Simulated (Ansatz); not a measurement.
Runs of Ansatz 0.2.0 on CdS. The structure is trigonal, space group P3m1 (No. 156). The conventional cell has a = 4.261 Å, b = 4.261 Å, c = 5.804 Å, α = 90.00°, β = 90.00°, γ = 120.00°. Around Cd (site symmetry 3m) lie 3 S at 2.46 Å. S (site symmetry 3m) has 3 Cd at 2.46 Å as nearest neighbours. Measurements of this composition are mostly on another form, of space group No. 186.

```csv
task,level,k mesh,atoms under strain,gap on the mesh (eV),pressure (GPa),largest force (eV/Å)
Born charges and dielectric tensor,PBEsol,7 × 7 × 5,-,(b),-,-
elastic constants,PBEsol,5 × 5 × 4,clamped,(a),-1.5,(c)
Born charges and dielectric tensor,LDA,7 × 7 × 5,-,1.26,-,-
elastic constants,LDA,5 × 5 × 4,clamped,1.25,-2.5,0.03
```

Alike in all rows: potentials or basis Ansatz PAW; no spin polarisation; cell as given; cutoff (eV) 420; smearing fixed.

**Question.** Fill in the values left out.

**Answer.** (a) 1.41; (b) 1.42; (c) 0.02.

Caveats: odd divisions of the mesh miss points on the zone boundary, where band edges often lie, so the gap on the mesh can be too wide; the PAW data sets come from PBE, with cores solved anew for the run's functional, which leaves a small shift of forces and pressure; the elastic tensor has a negative eigenvalue, so either the cell is unstable as it stands or the mesh is too thin (some runs).

A k mesh can miss the band edges, and the runs leave out spin-orbit coupling on Cd.
